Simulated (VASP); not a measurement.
Write the native input for VASP 6.6.1 that does the following.

```yaml
Task: density of states
Functional: PBE
Potentials_or_basis: VASP PAW PBE potentials, release 64 (Au)
Cutoff: 520 eV
k_mesh: 14 × 14 × 14
Occupations: fermi-dirac, width 0.1 eV
Spin: no spin polarisation
Dipole_correction: no
k_mesh_for_the_DOS: 21 × 21 × 21
Occupations_for_the_DOS: tetrahedron
Further_INCAR_settings: ALGO = Fast; EDIFF = 1e-06; NBANDS = 12
```

The system is Au.

```
CELL_PARAMETERS angstrom
-1.69185 1.69185 1.69185
1.69185 -1.69185 1.69185
1.69185 1.69185 -1.69185
ATOMIC_POSITIONS crystal
Au 0.00000 0.00000 0.00000
```

The cell was built by a generator and needn't be a form met in nature.

The input as run:

POSCAR

```
Au
1.0
   -1.6918490000      1.6918490000      1.6918490000
    1.6918490000     -1.6918490000      1.6918490000
    1.6918490000      1.6918490000     -1.6918490000
Au
1
Direct
    0.0000000000      0.0000000000      0.0000000000
```

INCAR.step1

```
ALGO = Fast ; EDIFF = 1E-6
ENCUT = 520 ; GGA = PE
ISIF = 2 ; ISMEAR = -1
LASPH = T ; LCHARG = T
LMAXMIX = 4 ; LREAL = F
LWAVE = F ; NBANDS = 12
NELM = 80 ; PREC = Accurate
SIGMA = 0.1
```

KPOINTS.step1

```
k-points
0
Gamma
  14 14 14
```

INCAR.step2

```
ALGO = Fast ; EDIFF = 1E-6
ENCUT = 520 ; GGA = PE
ICHARG = 11 ; ISIF = 2
ISMEAR = -5 ; LASPH = T
LCHARG = F ; LMAXMIX = 4
LORBIT = 11 ; LREAL = F
LWAVE = F ; NBANDS = 12
NEDOS = 2001 ; NELM = 80
PREC = Accurate ; SIGMA = 0.1
```

KPOINTS.step2

```
k-points
0
Gamma
  21 21 21
```

Potentials or basis: VASP PAW PBE potentials, release 64 (Au).

Command:

```sh
$ cat potpaw_PBE.64/Au/POTCAR > POTCAR
$ cp INCAR.step1 INCAR
$ cp KPOINTS.step1 KPOINTS
$ mpirun -np 1 vasp_std > vasp.out
$ cp INCAR.step2 INCAR
$ cp KPOINTS.step2 KPOINTS
$ mpirun -np 1 vasp_std > vasp.out
```

Results of the run:

- Valence electrons inside the program's atomic spheres: Au 9.53

It took 21 s on 1 thread of Intel(R) Xeon(R) 6975P-C (Granite Rapids), with other jobs on the host, peak memory 0.19 GiB.
